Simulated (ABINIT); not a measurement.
Crystal: AlN.

```xyz
2
Lattice="0.0000 2.0345 2.0345 2.0345 0.0000 2.0345 2.0345 2.0345 0.0000" Properties=species:S:1:pos:R:3 pbc="T T T"
Al    2.0345    2.0345    2.0345
N     0.0000    0.0000    0.0000
```

Measurements of this composition are mostly on another form, of space group No. 186.

Program: ABINIT 10.8.3 (patched build). Alike in all runs: no spin polarisation; cell as given; k mesh 11 × 11 × 11; smearing fermi-dirac 0.05 eV. Hardware: 1 thread of Arm Neoverse V1, with other jobs on the host.

Q: Order these runs on this cell by their wall time, lowest first.
A. task band structure; level TB-mBJ; potentials or basis JTH PAW LDA v2.0; cutoff (eV) 844; fine-grid cutoff 1442.2 eV
B. task single point; level PBE; potentials or basis JTH PAW PBE v2.0; cutoff (eV) 707; fine-grid cutoff 1306.15 eV
C. task band structure; level r2SCAN; potentials or basis JTH PAW PBE v2.0; cutoff (eV) 844; fine-grid cutoff 1442.2 eV
D. task band structure; level LDA; potentials or basis JTH PAW LDA v2.0; cutoff (eV) 707; fine-grid cutoff 1306.15 eV

A: B (10 s), D (22 s), C (110 s), A (230 s).
